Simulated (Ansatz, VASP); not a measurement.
**BN: VASP beside Ansatz**

```
B N
1.0
     1.20108    0.69344    3.64277
    -1.20108    0.69344    3.64277
     0.00000   -1.38688    3.64277
B N
1 1
Cartesian
  0.0000 0.0000 10.9247
  0.0000 0.0000 3.6365
```

Change from the starting cell: strain -0.040 along x and y, +0.080 along z, atoms carried along.

Alike in both runs: task single point; functional PBE; dispersion D3(BJ); k mesh 12 × 12 × 12; occupations gaussian, width 0.05 eV; no spin polarisation.

|  | VASP | Ansatz |
| --- | --- | --- |
| version | VASP 6.6.1 | Ansatz 0.2.0 |
| potentials or method | VASP PAW PBE potentials, release 64 (B, N) | scalar-relativistic, plane waves, PAW |
| plane-wave cutoff (eV) | 520 | 420 |
| valence electrons in the cell | 8 | 8 |

Ansatz gave:

- gap on the k mesh at the Fermi level (eV): 4.66
- least direct gap on the mesh (eV): 5.00
- pressure (GPa): 33.3
- largest component of the traceless stress (GPa): 35.24
- rms of the force components (eV/Å): 0.013

Estimate VASP's values.

gap on the k mesh at the Fermi level (eV): 4.65; least direct gap on the mesh (eV): 5.00; pressure (GPa): 33.3; largest component of the traceless stress (GPa): 35.48; rms of the force components (eV/Å): 0.013.

Atom by atom the forces differ by 0.000 eV/Å (rms over components).

Caveats: so large a pressure means that the cell lies far from this level's equilibrium, or that cutoff or potentials fall short (VASP). A k mesh can miss the band edges.
